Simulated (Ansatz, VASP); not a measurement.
## One calculation of FeO (Wuestite), two programs

Contents of INCAR:

```
SYSTEM = FeO
PREC = Accurate ; ENCUT = 520
EDIFF = 1E-7 ; ISMEAR = -1
SIGMA = 0.05 ; LREAL = .False.
LASPH = .True. ; NELM = 120
ALGO = Normal ; ISIF = 2
LWAVE = .False. ; LCHARG = .False.
ISPIN = 2 ; MAGMOM = 3 0
LORBIT = 11 ; LMAXMIX = 4
GGA = PE ; NBANDS = 18
```

The input KPOINTS:

```
Automatic mesh
0
Gamma
  11 11 11
  0 0 0
```

File POSCAR:

```
FeO
1.0
    1.4982937792      0.8650403168      2.4855247686
   -1.4982937792      0.8650403168      2.4855247686
    0.0000000000     -1.7300806335      2.4855247686
Fe O
1 1
Direct
    0.0000000000      0.0000000000      0.0000000000
    0.5000000000      0.5000000000      0.5000000000
```

File input.yaml:

```yaml
crystal:
  lattice:
    - [1.4982937792, 0.8650403168, 2.4855247686]
    - [-1.4982937792, 0.8650403168, 2.4855247686]
    - [0.0, -1.7300806335, 2.4855247686]
  atoms:
    - { symbol: Fe, position: [0.0, 0.0, 0.0], spin: 3.0 }
    - { symbol: O, position: [0.5, 0.5, 0.5] }
hamiltonian:
  xc: pbe
  pseudopotentials: { kind: paw }
magnetization:
  spin_polarized: true
kpoints:
  mp_grid: { grid: [11, 11, 11] }
scf:
  occupations: { method: fermi_dirac, width: 0.05 }
output:
  forces: true
  stress: true
  eigenvalues: true
  write_density: true
  write_potential: true
  elf: true
  volumetric_format: npy
```

Change from the starting cell: volume scaled by 0.96.

Alike in both runs: task single point; functional PBE; k mesh 11 × 11 × 11; occupations fermi-dirac, width 0.05 eV; collinear spin, ferromagnetic start.

|  | VASP | Ansatz |
| --- | --- | --- |
| version | VASP 6.6.1 | Ansatz 0.2.0 |
| potentials or method | VASP PAW PBE potentials, release 64 (Fe, O) | Ansatz PAW |
| plane-wave cutoff (eV) | 520 | 420 |
| valence electrons in the cell | 14 | 22 |

Ansatz gave:

| Property | Result |
| --- | --- |
| gap on the k mesh at the Fermi level (eV) | none |
| pressure (GPa) | 6.8 |
| largest component of the traceless stress (GPa) | 0.56 |
| net moment per atom (μB) | 2.00 |
| size of the moment on the site where the two differ most (μB) | 3.43 |

Question: Estimate VASP's values.

Answer: gap on the k mesh at the Fermi level (eV): none; pressure (GPa): 7.1; largest component of the traceless stress (GPa): 0.59; net moment per atom (μB): 2.00; size of the moment on the site where the two differ most (μB): 3.61.

Site moments also hang on the region over which each program counts them. A gap of «none» marks a metal or a gap that the smearing closes. The functional is the same, so the differences come from potentials, cutoffs and numerics. The two sets of potentials don't hold the same shells in valence.

Caveats: a cell with one magnetic atom can't hold antiferromagnetic order, which such compounds often take; semilocal functionals often make such compounds metallic where correlation or magnetic order opens a gap, which also shifts bond lengths; the pressure holds a Pulay correction of +0.7 GPa for the finite cutoff (Ansatz).
